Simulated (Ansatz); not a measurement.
# Lanthanum, bcc under revPBE: from relaxation to bulk modulus, part 2 of 2

The plan for lanthanum in the bcc structure: relax it, solve it on a dense k-mesh, then scale the cell to 7 volumes from 88 to 112 % of the relaxed one and try a fit of the equation of state. Spin polarisation is left out. The k-meshes are 11×11×11 for the relaxation; 17×17×17 for the dense run; 12×12×12 for the volumes.

Ansatz 0.2.0; DFT, revPBE, plane waves (420 eV) with PAW, scalar-relativistic. The steps go on from the part before.

**7. Volume × 1.0**

Contents of input.yaml:

```yaml
crystal:
  lattice:
    - [-2.1431347099, 2.1431347099, 2.1431347099]
    - [2.1431347099, -2.1431347099, 2.1431347099]
    - [2.1431347099, 2.1431347099, -2.1431347099]
  atoms:
    - { symbol: La, position: [0.0, 0.0, 0.0] }
hamiltonian:
  xc: revpbe
  pseudopotentials:
    kind: paw
    azcp:
      La: "pseudopotentials/La.paw.azcp"
basis:
  ecutwfc: 420
  fft_grid_basis: typed
kpoints:
  mp_grid: { grid: [12, 12, 12], shift: [0, 0, 0] }
magnetization:
  spin_polarized: false
scf:
  occupations: { method: fermi_dirac, width: 0.1 }
  lower_state_search: "off"
output:
  stress: true
  write_density: true
  write_potential: true
  elf: true
  volumetric_format: npy
```

The log of the run, cut to the lines that bear on the results:

```text
Warning: RAYON_NUM_THREADS=2 ignored (pool sized by the plan → 2); use --threads N
[...]
Pseudopotentials: kind: paw
Pseudopotential: La, paw, valence charge 11, recommended cutoff 420 eV (normal), <dir>
Functional definition: revPBE
[...]
Crystal: 1 atoms, lattice volume = 39.374 Å³
Basis set: ecut = 420 eV, 767 PW (Γ)
Bands: 10, of which v1, the nominal top of the filled ones, is band 6 counted from 1 (5 counted from 0)
Symmetry: 48 space group operations
Space group: Im-3m (ITA 229), of the structure as read, at distance tolerance 3.4e-5 Å
k-points: 72 of 1728
[...]
SCF iter   1: F=—  HF=-6256.890051 eV  |F-HF|=—  |Δ(HF+E_count)|=         —  Δρ=2.62e-3  dr2=1.28e-3  ethr=1.77e-3  ⟨swp⟩=3.7  Hψ=3288  notcnv=0
[...]
SCF iter   6: F=-6256.891645 eV  HF=-6256.891645 eV  |F-HF|=1.43e-9  |Δ(HF+E_count)|=   4.27e-8  Δρ=3.93e-6  dr2=2.95e-9  ethr=8.00e-10  ⟨swp⟩=6.3  Hψ=4072  notcnv=0
[...]
SCF converged after 6 iterations
Free energy (F): -6256.891645 eV
[...]
E sigma→0 (E₀):  -6256.847694 eV
Entropy (-TS):   -0.087903 eV (-87.903 meV/atom)
Fermi energy:    10.386025 eV
[...]
--- Stress (GPa, compression-positive) ---
       -0.010545      -0.000000      -0.000000
        0.000000      -0.010545      -0.000000
       -0.000000       0.000000      -0.010545
  P = ⅓ Tr σ = -0.0105 GPa (-0.105 kbar)
--- Band table (eV; the first three rows and the last of 72) ---
  k-point 0: bands = ["-22.6021", "-5.6771", "-5.6771", "-5.6771", "7.1473", "11.7359", "11.7359", "11.7359", "11.8208", "11.8208"]
[...]
```

Wall time 1.1 s (2 threads of an Arm CPU, shared host); peak memory 0.32 GiB.

**8. Volume × 1.04**

Edit input.yaml of step 7 so:

```diff
@@ -2,5 +2,5 @@
   lattice:
-    - [-2.1431347099, 2.1431347099, 2.1431347099]
-    - [2.1431347099, -2.1431347099, 2.1431347099]
-    - [2.1431347099, 2.1431347099, -2.1431347099]
+    - [-2.171337085, 2.171337085, 2.171337085]
+    - [2.171337085, -2.171337085, 2.171337085]
+    - [2.171337085, 2.171337085, -2.171337085]
   atoms:
@@ -25,5 +25 @@
   stress: true
-  write_density: true
-  write_potential: true
-  elf: true
-  volumetric_format: npy
```

The log of the run, cut to the lines that bear on the results:

```text
Warning: RAYON_NUM_THREADS=2 ignored (pool sized by the plan → 2); use --threads N
[...]
[... 3 set-up lines as earlier in the session ...]
[...]
Crystal: 1 atoms, lattice volume = 40.949 Å³
Basis set: ecut = 420 eV, 791 PW (Γ)
Bands: 10, of which v1, the nominal top of the filled ones, is band 6 counted from 1 (5 counted from 0)
[... 2 set-up lines as earlier in the session ...]
k-points: 72 of 1728
[...]
SCF iter   1: F=—  HF=-6256.885091 eV  |F-HF|=—  |Δ(HF+E_count)|=         —  Δρ=2.56e-3  dr2=1.26e-3  ethr=1.77e-3  ⟨swp⟩=3.7  Hψ=3260  notcnv=0
[...]
SCF iter   6: F=-6256.886899 eV  HF=-6256.886899 eV  |F-HF|=1.14e-9  |Δ(HF+E_count)|=   4.87e-8  Δρ=3.25e-6  dr2=2.22e-9  ethr=7.87e-10  ⟨swp⟩=3.1  Hψ=2658  notcnv=0
[...]
SCF converged after 6 iterations
Free energy (F): -6256.886899 eV
[...]
E sigma→0 (E₀):  -6256.841942 eV
Entropy (-TS):   -0.089914 eV (-89.914 meV/atom)
Fermi energy:    9.930289 eV
[...]
--- Stress (GPa, compression-positive) ---
       -0.932033       0.000000       0.000000
        0.000000      -0.932033       0.000000
        0.000000       0.000000      -0.932033
  P = ⅓ Tr σ = -0.9320 GPa (-9.320 kbar)
```

It took 0.83 s on 2 threads of an Arm CPU, shared host; peak memory 0.31 GiB.

**9. Volume × 1.08**

Edit input.yaml of step 8 so:

```diff
@@ -2,5 +2,5 @@
   lattice:
-    - [-2.171337085, 2.171337085, 2.171337085]
-    - [2.171337085, -2.171337085, 2.171337085]
-    - [2.171337085, 2.171337085, -2.171337085]
+    - [-2.1988252827, 2.1988252827, 2.1988252827]
+    - [2.1988252827, -2.1988252827, 2.1988252827]
+    - [2.1988252827, 2.1988252827, -2.1988252827]
   atoms:
```

The log of the run, cut to the lines that bear on the results:

```text
Warning: RAYON_NUM_THREADS=2 ignored (pool sized by the plan → 2); use --threads N
[...]
[... 3 set-up lines as earlier in the session ...]
[...]
Crystal: 1 atoms, lattice volume = 42.524 Å³
Basis set: ecut = 420 eV, 887 PW (Γ)
Bands: 10, of which v1, the nominal top of the filled ones, is band 6 counted from 1 (5 counted from 0)
[... 1 set-up line as earlier in the session ...]
Space group: Im-3m (ITA 229), of the structure as read, at distance tolerance 3.5e-5 Å
k-points: 72 of 1728
[...]
SCF iter   1: F=—  HF=-6256.871847 eV  |F-HF|=—  |Δ(HF+E_count)|=         —  Δρ=2.46e-3  dr2=1.19e-3  ethr=1.77e-3  ⟨swp⟩=3.6  Hψ=3253  notcnv=0
[...]
SCF iter   6: F=-6256.873771 eV  HF=-6256.873771 eV  |F-HF|=1.29e-9  |Δ(HF+E_count)|=   5.33e-8  Δρ=3.21e-6  dr2=2.02e-9  ethr=8.10e-10  ⟨swp⟩=3.0  Hψ=2714  notcnv=0
[...]
SCF converged after 6 iterations
Free energy (F): -6256.873771 eV
[...]
E sigma→0 (E₀):  -6256.827596 eV
Entropy (-TS):   -0.092349 eV (-92.349 meV/atom)
Fermi energy:    9.505738 eV
[...]
--- Stress (GPa, compression-positive) ---
       -1.717958       0.000000       0.000000
        0.000000      -1.717958      -0.000000
       -0.000000      -0.000000      -1.717958
  P = ⅓ Tr σ = -1.7180 GPa (-17.180 kbar)
```

Wall time 0.84 s (2 threads of an Arm CPU, shared host); peak memory 0.32 GiB.

**10. Volume × 1.12**

Edit input.yaml of step 9 so:

```diff
@@ -2,5 +2,5 @@
   lattice:
-    - [-2.1988252827, 2.1988252827, 2.1988252827]
-    - [2.1988252827, -2.1988252827, 2.1988252827]
-    - [2.1988252827, 2.1988252827, -2.1988252827]
+    - [-2.2256428682, 2.2256428682, 2.2256428682]
+    - [2.2256428682, -2.2256428682, 2.2256428682]
+    - [2.2256428682, 2.2256428682, -2.2256428682]
   atoms:
```

The log of the run, cut to the lines that bear on the results:

```text
Warning: RAYON_NUM_THREADS=2 ignored (pool sized by the plan → 2); use --threads N
[...]
[... 3 set-up lines as earlier in the session ...]
[...]
Crystal: 1 atoms, lattice volume = 44.099 Å³
Basis set: ecut = 420 eV, 887 PW (Γ)
Bands: 10, of which v1, the nominal top of the filled ones, is band 6 counted from 1 (5 counted from 0)
[... 2 set-up lines as earlier in the session ...]
k-points: 72 of 1728
[...]
SCF iter   1: F=—  HF=-6256.851494 eV  |F-HF|=—  |Δ(HF+E_count)|=         —  Δρ=2.32e-3  dr2=1.10e-3  ethr=1.77e-3  ⟨swp⟩=3.5  Hψ=3228  notcnv=0
[...]
SCF iter   6: F=-6256.853507 eV  HF=-6256.853507 eV  |F-HF|=1.06e-9  |Δ(HF+E_count)|=   4.69e-8  Δρ=2.96e-6  dr2=1.69e-9  ethr=7.57e-10  ⟨swp⟩=3.1  Hψ=2746  notcnv=0
[...]
SCF converged after 6 iterations
Free energy (F): -6256.853507 eV
[...]
E sigma→0 (E₀):  -6256.805942 eV
Entropy (-TS):   -0.095130 eV (-95.130 meV/atom)
Fermi energy:    9.108970 eV
[...]
--- Stress (GPa, compression-positive) ---
       -2.386690       0.000000      -0.000000
       -0.000000      -2.386690      -0.000000
       -0.000000       0.000000      -2.386690
  P = ⅓ Tr σ = -2.3867 GPa (-23.867 kbar)
```

Run time: 0.85 s. Hardware: 2 threads of an Arm CPU, shared host; peak memory 0.32 GiB.

**11. Energy and pressure against volume**

The cell was scaled evenly, with its shape and the fractional positions fixed.

```
V (Å³/atom)  E − E₀ (meV/atom)  P from the stress (GPa)  P from the fit (GPa)
     34.649               49.1                     3.73                  3.69
     36.224               20.1                     2.30                  2.25
     37.799                4.3                     1.06                  0.99
     39.374                0.0                    -0.01                 -0.10
     40.949                5.8                    -0.93                 -1.04
     42.524               20.1                    -1.72                 -1.85
     44.099               41.8                    -2.39                 -2.55
```

Fit (Birch-Murnaghan, third order): V₀ = 39.223 Å³/atom, B₀ = 26 GPa, B₀′ = 2.6, largest residual 0.06 meV/atom.

Fit and stress differ a little: one follows E(σ → 0), the other the smeared free energy.

**12. Summary of results**

What follows sums up all 2 parts.

| quantity | value |
| --- | --- |
| space group (spins left aside) | Im-3m (No. 229) |
| conventional cell | a = 4.286 Å |
| volume | 39.374 Å³/atom |
| shortest distance | 3.712 Å |
| gap on the mesh | none (levels filled in part) |
| relative to dhcp | +121 meV/atom |
| highest ELF outside the cores | 0.48, 2.35 Å from the nearest atom |
| V₀, B₀, B₀′ | 39.223 Å³/atom, 26 GPa, 2.6 |

In words: The relaxation enlarged the cell by 5.2 % in volume. Against the reference form of lanthanum (dhcp, computed apart with the same settings) it stands 121 meV/atom higher. No gap shows: it is a metal or semimetal at this level. B₀ comes out at 26 GPa. The symmetry was held, so the structure may be unstable against distortions that break it.
